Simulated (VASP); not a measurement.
VASP input:

### INCAR
```
SYSTEM = ZnTe
PREC = Accurate
ENCUT = 400
EDIFF = 1E-6
NELM = 100
ALGO = Normal
LREAL = .FALSE.
LASPH = .TRUE.
ISMEAR = 0
SIGMA = 0.05
GGA = PE
LMAXMIX = 4
LWAVE = .FALSE.
LCHARG = .FALSE.
ISIF = 2
```

File POSCAR:
```
ZnTe
1
    0.0000000000     3.1110000000     3.1110000000
    3.1110000000     0.0000000000     3.1110000000
    3.1110000000     3.1110000000     0.0000000000
Zn Te
1 1
Cartesian
  0.0000000000   0.0000000000   0.0000000000
  0.2500000000   0.2500000000   0.2500000000
```

File KPOINTS:
```
Automatic mesh
0
Gamma
6 6 6
0 0 0
```

POTCAR, in this order: Zn Te (PBE.64 set). Program: vasp_std.

Problem. Does this input run properly? What does VASP do?

Solution. There is a fault: fractional coordinates stand under the word Cartesian. VASP stops with an error: EDDAV: Call to ZHEGV failed. Returncode = 15 2 16 ----> I REFUSE TO CONTINUE WITH THIS SICK JOB ... BYE!!! <----

File standard output:
```
 POSCAR found type information on POSCAR ZnTe
 POSCAR found :  2 types and       2 ions
 Reading from existing POTCAR
 Reading from existing POTCAR
 LDA part: xc-table for (Slater+PW92), standard interpolation

 -----------------------------------------------------------------------------
|                                                                             |
|           W    W    AA    RRRRR   N    N  II  N    N   GGGG   !!!           |
|           W    W   A  A   R    R  NN   N  II  NN   N  G    G  !!!           |
|           W    W  A    A  R    R  N N  N  II  N N  N  G       !!!           |
|           W WW W  AAAAAA  RRRRR   N  N N  II  N  N N  G  GGG   !            |
|           WW  WW  A    A  R   R   N   NN  II  N   NN  G    G                |
|           W    W  A    A  R    R  N    N  II  N    N   GGGG   !!!           |
|                                                                             |
|     The distance between some ions is very small. Please check the          |
|     nearest-neighbor list in the OUTCAR file.                               |
|     I HOPE YOU KNOW WHAT YOU ARE DOING!                                     |
|                                                                             |
 -----------------------------------------------------------------------------

 POSCAR, INCAR and KPOINTS ok, starting setup
 WAVECAR not read
 entering main loop
       N       E                     dE             d eps       ncg     rms          rms(c)

 -----------------------------------------------------------------------------
|                                                                             |
|     EEEEEEE  RRRRRR   RRRRRR   OOOOOOO  RRRRRR      ###     ###     ###     |
|     E        R     R  R     R  O     O  R     R     ###     ###     ###     |
|     E        R     R  R     R  O     O  R     R     ###     ###     ###     |
|     EEEEE    RRRRRR   RRRRRR   O     O  RRRRRR       #       #       #      |
|     E        R   R    R   R    O     O  R   R                               |
|     E        R    R   R    R   O     O  R    R      ###     ###     ###     |
|     EEEEEEE  R     R  R     R  OOOOOOO  R     R     ###     ###     ###     |
|                                                                             |
|     EDDAV: Call to ZHEGV failed. Returncode = 15 2 16                       |
|                                                                             |
|       ---->  I REFUSE TO CONTINUE WITH THIS SICK JOB ... BYE!!! <----       |
|                                                                             |
 -----------------------------------------------------------------------------
```

To mend it, correct POSCAR.
**POSCAR**
```
ZnTe
1
    0.0000000000     3.1110000000     3.1110000000
    3.1110000000     0.0000000000     3.1110000000
    3.1110000000     3.1110000000     0.0000000000
Zn Te
1 1
Direct
  0.0000000000   0.0000000000   0.0000000000
  0.2500000000   0.2500000000   0.2500000000
```
The mended run (PBE GGA, plane waves, VASP's PBE PAW potentials (set 64)) converges, and its OSZICAR ends with
```
   1 F= -.51766448E+01 E0= -.51766448E+01  d E =-.477783E-13
```

The compound is ZnTe in the zinc blende structure. The cell was not relaxed at this level, atoms are displaced from their ideal sites.
